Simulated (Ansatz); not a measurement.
Rocksalt LiF, relaxed with r2SCAN in Ansatz: the symmetry is Fm-3m (No. 225, cubic); a = 3.990 Å in the conventional setting, 7.94 Å³ an atom. Li is surrounded by 6 F at 1.99 Å; F is surrounded by 6 Li at 1.99 Å. The cell was then strained (x, y and z are the cube axes), with the atoms relaxed again; stress is positive in compression. The values are computed, spin-unpolarised, and not measurements.

- Uniaxial +1.0 % along z, other directions held: r2SCAN's stress changes by -1.31 GPa along the strain and -0.46 GPa across it.
- Epitaxial strain of -0.5 % in the (001) plane: the free normal strain is +0.33 % and the in-plane stress changes by +0.80 GPa.
- Uniaxial strain of +1.5 % along [111], atoms relaxed: the xy stress changes by -0.669 GPa.

Q: Estimate C₁₁, C₁₂ and the bulk modulus from the uniaxial step.

A: With compression positive, C₁₁ ≈ −Δσ∥/ε = (+1.31)/(+0.0100) = 131 GPa and C₁₂ ≈ (+0.46)/(+0.0100) = 46 GPa; B = (C₁₁ + 2C₁₂)/3 = 74 GPa. A one-sided step carries third-order terms: it reads low by some per cent.

Q: What do the film's normal strain and stress say about the elastic constants?

A: ε⊥/ε∥ = (+0.0033)/(-0.0050) = -0.66, which linear elasticity sets to −2C₁₂/C₁₁ = -0.70 from the uniaxial step. The biaxial modulus is M = −Δσ/ε∥ = 160 GPa (C₁₁ + C₁₂ − 2C₁₂²/C₁₁ = 145 GPa).

Q: How much elastic energy does the film store, with 7.94 Å³ an atom?

A: u = M ε∥² = −Δσ ε∥ = -0.80 × (-0.0050) = 0.0040 GPa, and 1 GPa Å³ is 6.2415 meV: 0.20 meV an atom. The total energies of the two runs differ by 0.21 meV an atom.

Q: Estimate C₄₄.

A: A strain ε along [111] has ε_xy = ε/3 = +0.00500, an engineering shear of 2ε/3, so C₄₄ ≈ −Δσ_xy/(2ε/3) = 67 GPa, atoms relaxed.
